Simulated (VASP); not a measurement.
ZnO, 4 atoms in the cell. It takes space group P6_3mc (No. 186, hexagonal). The conventional cell has a = 3.249 Å, b = 3.249 Å, c = 5.206 Å, α = 90.00°, β = 90.00°, γ = 120.00°. Zn (site symmetry 3m) is surrounded by 4 O at 1.97 to 1.98 Å. O (site symmetry 3m) has 4 Zn at 1.97 to 1.98 Å as nearest neighbours.  The cell isn't the ideal one: cell-pbe.

* Program: VASP 6.6.1
* Task: relaxation of cell and atoms
* Functional: PBE
* Potentials or basis: VASP PAW PBE potentials, release 64 (Zn, O)
* Cutoff: 600 eV
* k mesh: 9 × 9 × 6
* Occupations: gaussian, width 0.01 eV
* Spin: no spin polarisation
* Dipole correction: no
* Further INCAR settings: ALGO = Fast; EDIFF = 1e-06; IBRION = 2; EDIFFG = -0.005; NSW = 80; ISIF = 3

Potentials or basis: VASP PAW PBE potentials, release 64 (Zn, O).

Run with:

```console
$ cat potpaw_PBE.64/Zn/POTCAR potpaw_PBE.64/O/POTCAR > POTCAR
$ mpirun -np 1 vasp_std > vasp.out
```

Hardware: 1 thread of Intel(R) Xeon(R) 6975P-C (Granite Rapids) (shared host).

Problem. Estimate the wall time of this run.

Solution. Wall time 2.7 min on 1 thread of Intel(R) Xeon(R) 6975P-C (Granite Rapids) (shared host), peak memory 0.22 GiB. Counts: scf iterations 86, k points 48, ion steps 14.
